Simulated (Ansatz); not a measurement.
# SnSe: the cost of one run

Method: DFT PBE+D3(BJ), scalar-relativistic, plane waves, PAW, in Ansatz 0.2.0.

4 further runs of the same task are left out: 4 set aside as unsound or not needed.

**1. The starting structure**

The structure is cubic, space group Fm-3m (No. 225). Conventional cell: a = 5.977 Å, b = 5.977 Å, c = 5.977 Å, α = 90.00°, β = 90.00°, γ = 90.00°. Sn (site symmetry m-3m) has 6 Se at 2.99 Å as nearest neighbours. Se (site symmetry m-3m) has 6 Sn at 2.99 Å as nearest neighbours.

Structure file:

```cif
data_structure
_symmetry_space_group_name_H-M 'Fm-3m'
_symmetry_Int_Tables_number 225
_cell_length_a 5.9765
_cell_length_b 5.9765
_cell_length_c 5.9765
_cell_angle_alpha 90.000
_cell_angle_beta 90.000
_cell_angle_gamma 90.000
_cell_volume 213.47
loop_
_atom_site_label
_atom_site_type_symbol
_atom_site_symmetry_multiplicity
_atom_site_Wyckoff_symbol
_atom_site_fract_x
_atom_site_fract_y
_atom_site_fract_z
_atom_site_occupancy
Sn1 Sn 4 a 0.00000 0.00000 0.00000 1
Se1 Se 4 b 0.50000 0.00000 0.00000 1
```

It is the result of an earlier relaxation at this level (volume 26.68 Å³/atom; gap on the mesh: 0.52 eV).

**2. Relaxing at 9 GPa**

At a set pressure the run lowers the enthalpy E + PV, so the energy alone may rise along the way.

Contents of input.yaml:

```yaml
crystal:
  lattice:
    - [0.0, 2.9882564713, 2.9882564713]
    - [2.9882564713, 0.0, 2.9882564713]
    - [2.9882564713, 2.9882564713, 0.0]
  atoms:
    - { symbol: Sn, position: [0.0, 0.0, 0.0] }
    - { symbol: Se, position: [0.5, 0.5, 0.5] }
basis:
  ecutwfc: 420
kpoints:
  mp_grid: { grid: [10, 10, 10] }
hamiltonian:
  xc: pbe
  dispersion: d3bj
scf:
  occupations: { method: fixed }
output:
  forces: true
  stress: true
  eigenvalues: true
relax:
  adjacent_minimum: "off"
  f_tol: 0.001
  max_steps: 60
  cell: { stress_tol: 0.02, p_target: 9.0 }
```

Command:

```
$ ansatz run input.yaml --threads 1 --pin off --max-ram 3072MiB --backend cpu --events-out ev --progress --plain --runs-dir out
```

**Question.** How long does this run take on 1 thread of Intel Xeon at 2.50GHz (Skylake/Cascade Lake), shared host, and how much memory does it need?

About 26 s, with a peak of 0.39 GiB.
